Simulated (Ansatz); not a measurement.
# AlGa$_{3}$N$_{4}$: energy along a strain

AlGa$_{3}$N$_{4}$, Pm, a = 5.139 Å, b = 3.163 Å, c = 5.477 Å, β = 90.0°. The structure is a Materials Project entry; whether it is the stable form wasn't checked. Ansatz: r2SCAN, PAW, 500 eV, Γ-centred 6×8×4 mesh on 8 atoms, Gaussian smearing 0.05 eV; no spin polarisation. Cell vectors (Å): 5.139 0.000 0.000; 0.000 3.163 0.000; -0.004 0.000 5.477. The cell is strained by x per cent times the pattern (0 0 1 0 0 0) in the order xx yy zz yz xz xy (engineering shears), with fractional coordinates held. y is the free energy over the start, V0 = 11.130 Å³/atom. Points with a strain past 8.5 % were computed too (5) and aren't used here.

| x (%) | y (meV/atom) |
| --- | --- |
| -7.50 | 102.58 |
| -3.75 | 23.32 |
| 0.00 | 0.00 |
| 3.75 | 19.44 |
| 7.50 | ? |

**Question.** Fit y = c2 x² + c3 x³ to the other rows, get the stiffness along the pattern, and predict the missing energy.

**Answer.** Least squares on the rows shown. y = 1.5257 x² − 0.039637 x³. The clamped-ion stiffness p·C·p = 2 × 15.26 eV × 160.2 / 11.130 Å³ = 439 GPa, which is C33 in these axes. At x = 7.50 the fit asked for gives 69.10 meV/atom. The run gave 71.20 meV/atom, so the fit is 2.10 meV/atom too low, 2 % of the span of the series, against an rms of 0.14 meV/atom on the fitted rows. The row lies outside the fitted range. With a term in x⁴ added, a fit to the same known rows (none to spare) predicts 71.54 meV/atom, so most of the miss is curvature that the known rows already hold.

Compression costs more than equal extension, as the negative cubic term shows: shortening the cation-nitrogen bonds runs into steep short-range repulsion, while stretching them weakens the restoring force. The cubic fit exaggerates this asymmetry. Its only large-strain row is compressive, so the cubic coefficient absorbs some even, fourth-order stiffening there and then subtracts it on the tensile side, where it should be added. The quartic form separates the two and comes much closer, with a slight overshoot.

The cell metric suggests an orthohexagonal setting of a wurtzite-derived lattice, with the polar axis along a. The strained direction would then lie in the basal plane, and the 439 GPa should be compared with C11 of wurtzite GaN and AlN, not with their C33. Letting the atoms relax within the strained cell could only lower this value, because bond bending would take up part of the imposed bond stretching. As the lateral dimensions are fixed, it is also not a Young's modulus.
